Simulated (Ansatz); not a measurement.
Fe, 1 atom in the cell. It takes space group Im-3m (No. 229, cubic). Conventional cell: a = 2.886 Å, b = 2.886 Å, c = 2.886 Å, α = 90.00°, β = 90.00°, γ = 90.00°. Fe (site symmetry m-3m) has 8 Fe at 2.50 Å as nearest neighbours. 

```yaml
Program: Ansatz 0.2.0
Task: band structure
Functional: PBE
Potentials_or_basis: all-electron LAPW, scalar-relativistic
Cutoff: 303 eV (chosen from the basis error)
Basis_error_allowed: 0.001 eV/atom
k_mesh: 13 × 13 × 13
Occupations: fermi-dirac, width 0.05 eV
Spin: collinear spin, ferromagnetic start
Starting_moments: "[3.0] μB"
```

Potentials or basis: all-electron LAPW, scalar-relativistic.

Run with:

```console
$ ansatz run input.yaml --threads 2 --pin off --max-ram 6144MiB --backend cpu --events-out ev --progress --plain --runs-dir out
```

Hardware: 2 threads of Arm Neoverse V2, on a shared host.

Problem. Estimate the wall time of this run.

Solution. It took 8.5 s on 2 threads of Arm Neoverse V2 (shared host), peak memory 0.35 GiB. Counts: scf iterations 10, plane waves 141, k points 84, bands 14.
